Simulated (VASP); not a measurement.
The system is MoP.

```
Mo P
1.0
     3.22300    0.00000    0.00000
    -1.61150    2.79120    0.00000
     0.00000    0.00000    3.19100
Mo P
1 1
Cartesian
  0.0000 0.0000 0.0000
  0.0000 1.8608 1.5955
```

| Item | Value |
| --- | --- |
| Program | VASP 6.6.1 |
| Task | relaxation of cell and atoms |
| Functional | PBE |
| Dispersion | D3(BJ) |
| Potentials or basis | VASP PAW PBE potentials, release 64 (Mo_sv, P) |
| Cutoff | 600 eV |
| k mesh | 15 × 15 × 11 |
| Occupations | methfessel-paxton, width 0.1 eV |
| Spin | no spin polarisation |

At the start: pressure -4.5 GPa; volume 14.35 Å³/atom.

Question: How do energy, volume and symmetry change on relaxing?

Answer: Over 5 steps the energy falls by 4.0 meV/atom and the volume is 14.07 Å³/atom (-2.0 %); space group P-6m2 (No. 187, to 0.05 Å).

Step by step:
```csv
step,energy change (eV),largest force (eV/Å),pressure (GPa),volume (Å³)
1,0.0000,0.0000,-4.52,28.71
2,0.0275,0.0000,10.56,27.06
3,-0.0079,0.0000,-0.09,28.16
4,-0.0079,0.0000,0.00,28.15
5,-0.0081,0.0000,0.04,28.14
```

Final structure:
```
Mo P
1.0
     3.19971    0.00000    0.00000
    -1.59986    2.77103    0.00000
     0.00000    0.00000    3.17338
Mo P
1 1
Direct
  0.00000 0.00000 0.00000
  0.33333 0.66667 0.50000
```

Caveat: pairwise dispersion overbinds metals, which lowers pressure and volume.
